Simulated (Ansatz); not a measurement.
# Response to strain in GeO2

Take GeO2 in the rutile structure (space group P4_2/mnm, No. 136; a = 4.488 Å, c = 2.905 Å) as the base. Axes: x, y, z lie along a, b, c of the conventional cell.

Strains are applied to the cell and any free atomic positions relax; under biaxial strain the out-of-plane vector relaxes too; under stress the whole cell relaxes.

All numbers come from Kohn–Sham DFT with the PBE functional, run in Ansatz (a quantum-chemistry and plane-wave program) with PAW and 420 eV plane waves, no spin-orbit coupling.

```csv
variant,electron mass,band gap,shortest interatomic distance,width of the top valence band
base,"0.19 mₑ along c, 0.22 mₑ across (at Γ)",1.23 eV,1.899 Å,1.79 eV
"biaxial strain −1.97 %, plane normal [001], relaxed out of plane","0.19 mₑ out of plane, 0.23 mₑ in plane (at Γ)",1.39 eV,1.902 Å,1.83 eV
"biaxial strain +1.46 %, plane normal [001], relaxed out of plane","0.19 mₑ out of plane, 0.22 mₑ in plane (at Γ)",1.14 eV,1.896 Å,1.74 eV
"biaxial strain +4.62 %, plane normal [001], relaxed out of plane","0.19 mₑ out of plane, 0.22 mₑ in plane (at Γ)",1.09 eV,1.887 Å,1.62 eV
isotropic strain −5.42 %,"0.30 mₑ along c, 0.37 mₑ across (at Γ)",3.54 eV,1.814 Å,2.20 eV
"uniaxial stress, 5 GPa compression along z","0.20 mₑ along z, 0.24 mₑ across (at Γ)",1.37 eV,1.888 Å,1.80 eV
"uniaxial stress, 1 GPa tension along z","0.19 mₑ along z, 0.22 mₑ across (at Γ)",1.20 eV,1.902 Å,1.78 eV
```

Masses are band curvatures over ±0.01 Å⁻¹ around the edge. Beyond what the load breaks, stability against distortions was not tested.
